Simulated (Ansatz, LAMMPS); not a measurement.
**InP with crystalline order left by the classical run (60 atoms): geometry optimisation**

How does InP with crystalline order left by the classical run (60 atoms) relax, and what do bonds, charges and levels look like afterwards?

Method: Kohn-Sham DFT, PBE, PAW (set soft_2), plane waves, in Ansatz 0.2.0.

## 1. Set-up

The cell holds 60 atoms: 30 In and 30 P. Cell: a = 11.677 Å, b = 11.677 Å, c = 11.677 Å, α = 90.0°, β = 90.0°, γ = 90.0°. 60 atoms (30 In, 30 P) placed at random at 4.56 g/cm³, melted at 2500 K for 10 ps at fixed volume with the Vashishta potential (Branicio, Rino, Gan and Tsuzuki, J. Phys.: Condens. Matter 21, 095002 (2009)). Quenched from 2500 K to 300 K at 50 K/ps and fixed volume, annealed at 900 K for 50 ps, held 5 ps, then minimised at fixed cell.

What the set-up can't give: The quench rate of 50 K/ps is orders of magnitude faster than experiment, which tends to freeze in extra defects. The starting topology of bonds comes from the classical model. Sampling is at Γ alone, for a cell whose shortest periodic width is 12 Å.

## 2. Single point at the start

A single point comes first, to see the forces before anything moves.

Contents of input.yaml:

```yaml
crystal:
  lattice:
    - [11.6766, 0.0, 0.0]
    - [0.0, 11.6766, 0.0]
    - [0.0, 0.0, 11.6766]
  atoms:
    - { symbol: In, position: [0.18153, 0.94963, 0.71564] }
    - { symbol: In, position: [0.5674, 0.48443, 0.07001] }
    - { symbol: In, position: [0.5989, 0.75147, 0.30095] }
    - { symbol: In, position: [0.84914, 0.7402, 0.56147] }
    [... 50 atom lines left out ...]
    - { symbol: P, position: [0.37821, 0.2977, 0.7696] }
    - { symbol: P, position: [0.24953, 0.52079, 0.38807] }
    - { symbol: P, position: [0.96541, 0.47365, 0.18684] }
    - { symbol: P, position: [0.33833, 0.97366, 0.55976] }
    - { symbol: P, position: [0.73998, 0.26777, 0.67033] }
    - { symbol: P, position: [0.52134, 0.55684, 0.63032] }
kpoints:
  mp_grid: { grid: [1, 1, 1] }
hamiltonian:
  xc: pbe
scf:
  occupations: { method: gaussian, width: 0.025 }
output:
  forces: true
  stress: true
  populations: true
  dos:
    method: { smearing: { sigma: 0.15 } }
    de: 0.1
    projected: { site_lists: { In: [In], P: [P] } }
  eigenvalues: true
```

Started as:

```
ansatz run input.yaml --threads 4 --pin off --max-ram 8192MiB --backend cpu --events-out ev --progress --plain --runs-dir out
```

Wall time 24 s (4 threads of Arm Neoverse V2, shared host); peak memory 1.8 GiB.

The run gave:

| Quantity | Value |
| --- | --- |
| free energy | -190601.1098 eV |
| free energy per atom | -3176.6852 eV/atom |
| SCF cycles | 15 |
| pressure | 0.4563 GPa |
| r.m.s. force component | 0.229 eV/Å |
| longest force | 1.077 eV/Å |
| Fermi energy | 6.713 eV |
| levels partly filled by over 2 per cent | 3 |
| spilling of the projection | 0.002676 |

The r.m.s. force component of 0.23 eV/Å and the pressure of 0.46 GPa set the starting point.

Neighbours are counted within 3.12 Å (In-P).

Length of the force by element and coordination:

| element | coordination | atoms | mean length of the force (eV/Å) | spread | least | most |
| --- | --- | --- | --- | --- | --- | --- |
| In | all | 30 | 0.283 | 0.106 | 0.0325 | 0.467 |
| In | 3 | 8 | 0.345 | 0.0738 | 0.269 | 0.467 |
| In | 4 | 22 | 0.261 | 0.107 | 0.0325 | 0.442 |
| P | all | 30 | 0.412 | 0.231 | 0.096 | 1.08 |
| P | 3 | 8 | 0.629 | 0.296 | 0.353 | 1.08 |
| P | 4 | 22 | 0.333 | 0.133 | 0.096 | 0.607 |

## 3. Relaxation

With the cell held, the atoms are moved downhill towards a nearby minimum.

input.yaml, the sections that differ from step 2:

```yaml
output:
  forces: true
relax:
  f_tol: 0.05
  max_steps: 200
# crystal, kpoints, hamiltonian, scf: as in step 2
```

Run time: 4.3 min. Hardware: 4 threads; peak memory 1.8 GiB.

Relaxation path (22 of 27):

| step | energy less that of the first step (eV) | largest force component (eV/Å) |
| --- | --- | --- |
| 1 | 0.0000 | 0.9705 |
| 2 | -1.1925 | 0.6043 |
| 3 | -1.9655 | 0.2999 |
| 5 | -2.4443 | 0.4387 |
| 6 | -2.5663 | 0.1505 |
| 7 | -2.6225 | 0.1340 |
| 8 | -2.6640 | 0.1100 |
| 10 | -2.7567 | 0.2313 |
| 11 | -2.8154 | 0.1159 |
| 12 | -2.9249 | 0.2830 |
| 13 | -3.1221 | 0.5777 |
| 15 | -3.6935 | 0.6980 |
| 16 | -3.8799 | 1.0026 |
| 17 | -4.1717 | 0.5837 |
| 18 | -4.4356 | 0.2772 |
| 20 | -4.6321 | 0.1341 |
| 21 | -4.6836 | 0.0876 |
| 22 | -4.7191 | 0.1099 |
| 23 | -4.7524 | 0.1013 |
| 25 | -4.8264 | 0.0818 |
| 26 | -4.8403 | 0.0822 |
| 27 | -4.8459 | 0.0392 |

The atoms that moved most (Å):

| atom | dx | dy | dz | length |
| --- | --- | --- | --- | --- |
| P35 | 0.742 | 0.897 | -0.599 | 1.309 |
| In8 | -1.093 | -0.018 | 0.223 | 1.115 |
| P32 | 0.292 | 0.899 | -0.584 | 1.111 |
| In5 | -0.940 | -0.120 | 0.497 | 1.070 |
| In1 | 0.226 | 0.762 | -0.358 | 0.872 |
| P58 | 0.012 | -0.833 | -0.043 | 0.835 |
| In29 | -0.127 | 0.129 | 0.767 | 0.788 |
| P39 | 0.134 | -0.071 | -0.744 | 0.760 |

The relaxation changed the energy by -80.8 meV/atom, and atoms moved by 0.49 Å r.m.s., 1.3 Å at most.

## 4. Structure statistics after relaxation

Bonds before and after, by the cutoffs listed below:

| pair | bonds before | bonds after | mean before (Å) | mean after (Å) | spread before (Å) | spread after (Å) |
| --- | --- | --- | --- | --- | --- | --- |
| In-P | 112 | 120 | 2.601 | 2.662 | 0.048 | 0.119 |

Density 4.56 g/cm³, 26.53 Å³ an atom.

Pair distribution functions g(r), in bins of 0.2 Å:

| r (Å) | total | In-In | In-P | P-P |
| --- | --- | --- | --- | --- |
| 2.20 | 0.14 | 0.00 | 0.00 | 0.57 |
| 2.40 | 0.12 | 0.00 | 0.23 | 0.00 |
| 2.60 | 4.88 | 0.00 | 9.77 | 0.00 |
| 2.80 | 0.82 | 0.18 | 1.54 | 0.00 |
| 3.00 | 0.16 | 0.00 | 0.32 | 0.00 |
| 3.20 | 0.17 | 0.40 | 0.14 | 0.00 |
| 3.40 | 0.18 | 0.13 | 0.12 | 0.36 |
| 3.60 | 0.52 | 0.86 | 0.27 | 0.66 |
| 3.80 | 0.97 | 1.74 | 0.44 | 1.27 |
| 4.00 | 1.24 | 2.19 | 0.26 | 2.26 |
| 4.20 | 1.79 | 2.80 | 0.83 | 2.70 |
| 4.40 | 2.06 | 2.94 | 1.17 | 2.99 |
| 4.60 | 1.27 | 1.21 | 0.77 | 2.33 |
| 4.80 | 1.15 | 1.10 | 1.28 | 0.92 |
| 5.00 | 0.86 | 0.51 | 1.19 | 0.57 |
| 5.20 | 0.72 | 0.16 | 1.12 | 0.47 |
| 5.40 | 0.86 | 1.01 | 1.01 | 0.43 |
| 5.60 | 0.82 | 0.67 | 0.99 | 0.63 |

Bonds by pair of elements; cutoffs follow the first minimum of g(r), held within bounds set by covalent radii, and pairs that aren't listed don't count as bonded:

| pair A-B | cutoff (Å) | bonds | mean length (Å) | spread (Å) | shortest (Å) | B about A | A about B |
| --- | --- | --- | --- | --- | --- | --- | --- |
| In-In | 2.9 | 1 | 2.83 | 0 | 2.83 | 0.067 | 0.067 |
| In-P | 3.31 | 120 | 2.66 | 0.119 | 2.47 | 4 | 4 |
| P-P | 2.91 | 2 | 2.22 | 0.006 | 2.21 | 0.133 | 0.133 |

How many atoms have how many bonded neighbours:

| element | mean | 3 | 4 | 5 |
| --- | --- | --- | --- | --- |
| In | 4.07 | 2 | 24 | 4 |
| P | 4.13 | 0 | 26 | 4 |

Bond angles, per cent of each kind in bins of 5°:

| angle (°) | In-P-In | P-In-P | In-P-P |
| --- | --- | --- | --- |
| 65–70 | 0.5 | 0.5 | 0.0 |
| 70–75 | 1.6 | 0.5 | 0.0 |
| 75–80 | 1.6 | 3.8 | 0.0 |
| 80–85 | 2.2 | 3.3 | 0.0 |
| 85–90 | 5.4 | 3.3 | 8.3 |
| 90–95 | 7.1 | 4.9 | 8.3 |
| 95–100 | 9.8 | 8.2 | 16.7 |
| 100–105 | 13.0 | 13.6 | 25.0 |
| 105–110 | 16.3 | 16.8 | 8.3 |
| 110–115 | 15.8 | 13.6 | 8.3 |
| 115–120 | 7.1 | 8.2 | 16.7 |
| 120–125 | 7.1 | 8.2 | 8.3 |
| 125–130 | 3.3 | 7.1 | 0.0 |
| 130–135 | 2.2 | 4.3 | 0.0 |
| 135–140 | 2.2 | 0.5 | 0.0 |
| 140–145 | 1.6 | 1.1 | 0.0 |
| 145–150 | 1.6 | 1.1 | 0.0 |
| 150–155 | 1.1 | 1.1 | 0.0 |
| 155–160 | 0.5 | 0.0 | 0.0 |

Bond angles (no mean is given where the spread exceeds 20°):

| angle | count | mean (°) | spread (°) |
| --- | --- | --- | --- |
| In-P-In | 184 | 108 | 16 |
| P-In-P | 184 | 109 | 15.6 |
| In-P-P | 12 | 105 | 10.2 |
| In-In-P | 6 | 102 | 13.4 |

Bond length by coordination (bonds to H left out):

| element | coordination | atoms | mean bond length (Å) |
| --- | --- | --- | --- |
| In | 3 | 2 | 2.56 |
| In | 4 | 24 | 2.65 |
| In | 5 | 4 | 2.75 |
| P | 4 | 26 | 2.62 |
| P | 5 | 4 | 2.79 |

Rings of the network by King's shortest-path rule, up to 12 atoms, one path for each pair of neighbours; H, halogens, alkali and alkaline-earth atoms are left out, and the last column divides by all other atoms, bonded or not:

| ring size (atoms) | rings | per network atom |
| --- | --- | --- |
| 4 | 9 | 0.15 |
| 5 | 9 | 0.15 |
| 6 | 101 | 1.68 |
| 7 | 6 | 0.1 |
| 8 | 7 | 0.117 |

First main peaks of g(r), for some of the pairs, lie near 4.3 Å (In-In), 2.6 Å (In-P) and 4.3 Å (P-P). By these cutoffs 80 % of In atoms have 4 and 87 % of P atoms have 4 bonded neighbours. The In-P-In angle averages 108° with a spread of 16°. Rings of 6 atoms are the most common (77 % of those counted); sizes run from 4 to 8.

## 5. Single point at the relaxed geometry

One more single point at the end of the walk gives the fuller output and checks the residual forces.

Contents of input.yaml:

```yaml
crystal:
  lattice:
    - [11.6766, 0.0, 0.0]
    - [0.0, 11.6766, 0.0]
    - [0.0, 0.0, 11.6766]
  atoms:
    - { symbol: In, position: [0.20091, 0.01489, 0.68497] }
    - { symbol: In, position: [0.55755, 0.45727, 0.06954] }
    - { symbol: In, position: [0.62639, 0.74541, 0.30111] }
    - { symbol: In, position: [0.84873, 0.72093, 0.56083] }
    [... 50 atom lines left out ...]
    - { symbol: P, position: [0.3872, 0.31903, 0.77326] }
    - { symbol: P, position: [0.25437, 0.55641, 0.38178] }
    - { symbol: P, position: [0.96514, 0.41474, 0.19836] }
    - { symbol: P, position: [0.33934, 0.90228, 0.5561] }
    - { symbol: P, position: [0.73621, 0.28191, 0.68856] }
    - { symbol: P, position: [0.51616, 0.59121, 0.63058] }
kpoints:
  mp_grid: { grid: [1, 1, 1] }
hamiltonian:
  xc: pbe
scf:
  occupations: { method: gaussian, width: 0.025 }
output:
  forces: true
  stress: true
  populations: intrinsic
  dos:
    method: { smearing: { sigma: 0.1 } }
    de: 0.1
    projected: { site_lists: { In: [In], P: [P] } }
  eigenvalues: true
  write_density: true
  write_potential: true
  volumetric_format: npy
  elf: true
```

The job ended after 21 s (4 threads; peak memory 1.8 GiB).

The run gave:

```
free energy                                      : -190605.9556 eV
free energy per atom                             : -3176.7659 eV/atom
SCF cycles                                       : 10
pressure                                         : -0.5082 GPa
r.m.s. force component                           : 0.01205 eV/Å
longest force                                    : 0.03923 eV/Å
Fermi energy                                     : 7.041 eV
gap (highest filled to lowest empty level) : 0.3953 eV
```

Intrinsic-atomic-orbital charges by element and coordination:

| element | coordination | atoms | mean charge (e) | spread | least | most |
| --- | --- | --- | --- | --- | --- | --- |
| In | all | 30 | 0.261 | 0.0357 | 0.144 | 0.348 |
| In | 3 | 2 | 0.321 | 0.0266 | 0.294 | 0.348 |
| In | 4 | 24 | 0.254 | 0.0338 | 0.144 | 0.306 |
| In | 5 | 4 | 0.270 | 0.0139 | 0.251 | 0.290 |
| P | all | 30 | -0.261 | 0.0593 | -0.324 | -0.0979 |
| P | 4 | 26 | -0.259 | 0.0627 | -0.324 | -0.0979 |
| P | 5 | 4 | -0.274 | 0.025 | -0.301 | -0.245 |

States in the cell by windows of 1 eV, zero at the Fermi level; the larger projections on atomic orbitals stand beside the total:

| from (eV) | to (eV) | total | P p | In p | In s | P s |
| --- | --- | --- | --- | --- | --- | --- |
| -14 | -13 | 0.0 | 0.0 | 0.0 | 0.0 | 0.0 |
| -13 | -12 | 3.7 | 0.3 | 0.5 | 0.4 | 2.3 |
| -12 | -11 | 3.9 | 0.1 | 0.6 | 1.0 | 2.1 |
| -11 | -10 | 32.5 | 0.8 | 7.9 | 4.2 | 18.5 |
| -10 | -9 | 16.6 | 0.3 | 3.6 | 0.9 | 11.1 |
| -9 | -8 | 3.4 | 0.3 | 0.5 | 0.2 | 2.3 |
| -8 | -7 | 0.0 | 0.0 | 0.0 | 0.0 | 0.0 |
| -7 | -6 | 11.6 | 5.0 | 0.9 | 5.0 | 0.5 |
| -6 | -5 | 31.7 | 13.8 | 2.7 | 13.0 | 1.9 |
| -5 | -4 | 15.9 | 7.6 | 2.5 | 4.0 | 1.6 |
| -4 | -3 | 28.9 | 17.6 | 8.9 | 1.4 | 0.7 |
| -3 | -2 | 39.3 | 26.6 | 9.9 | 1.4 | 0.9 |
| -2 | -1 | 42.3 | 31.0 | 7.8 | 1.6 | 1.2 |
| -1 | 0 | 10.3 | 7.1 | 1.9 | 0.7 | 0.4 |
| 0 | 1 | 19.6 | 5.8 | 6.1 | 5.1 | 1.9 |
| 1 | 2 | 28.2 | 8.5 | 8.6 | 6.9 | 2.4 |
| 2 | 3 | 35.5 | 10.5 | 13.7 | 5.3 | 2.5 |

Between -16 and -14 eV lie 300 more states.

The levels nearest the highest filled one (over half full), pooled over k-points and spins:

| level less the highest filled one (eV) | occupation |
| --- | --- |
| -0.844 | 2 |
| -0.710 | 2 |
| -0.575 | 2 |
| -0.511 | 2 |
| -0.374 | 2 |
| 0 | 2 |
| 0.395 | 0 |
| 0.563 | 0 |
| 0.699 | 0 |
| 0.748 | 0 |
| 0.839 | 0 |
| 0.891 | 0 |

Mean intrinsic-atomic-orbital charges: In +0.26, P -0.26 e. Charges this small depend on the projection, at times even in sign.

## 6. Results

```
energy change in the relaxation                  : -80.76 meV/atom
r.m.s. displacement                              : 0.489 Å
largest displacement                             : 1.309 Å
free energy per atom                             : -3176.7659 eV/atom
pressure                                         : -0.5082 GPa
r.m.s. force component                           : 0.01205 eV/Å
gap (highest filled to lowest empty level) : 0.3953 eV
wall time of the 3 DFT runs                      : 5.1 min
```

In words: Relaxation lowers the energy by 80.8 meV/atom and moves atoms by 0.49 Å r.m.s.; the r.m.s. force component goes from 0.23 to 0.012 eV/Å, the pressure goes from 0.46 to -0.51 GPa. By the final cutoffs 6 of 112 bonded pairs parted and 17 joined. First to last step the energy falls by 4.846 eV; the largest move, 1.31 Å, is that of P35. Judged within 0.08 Å, the space group went from Cc to P1. The In-P bonds go from 2.601 Å (spread 0.048) to 2.662 Å (spread 0.119), and their number from 112 to 120. With the cutoffs above, 80 % of In atoms have 4 and 87 % of P atoms have 4 bonded neighbours. The highest filled and lowest empty levels differ by 0.395 eV (at Γ alone); a semilocal functional tends to put such gaps too low. In a disordered cell it changes from sample to sample, and tail or defect levels can set it.

What to keep in mind: The starting topology of bonds comes from the classical model; in DFT 6 of its 112 bonded pairs passed out of the cutoffs and 17 came within them. The stress is far from hydrostatic: its diagonal is -1.7, 1.4, -1.2 GPa, compression counted positive.

[Logs are printed without paths, hosts, clocks, repeated set-up lines and the standing remarks that a program may print on its own settings, such as how far it seeks lower states.]

[Hosts, paths, dates, database ids (printed as entryN), source tags and the programs' standing remarks are cut or masked in the printed files.]
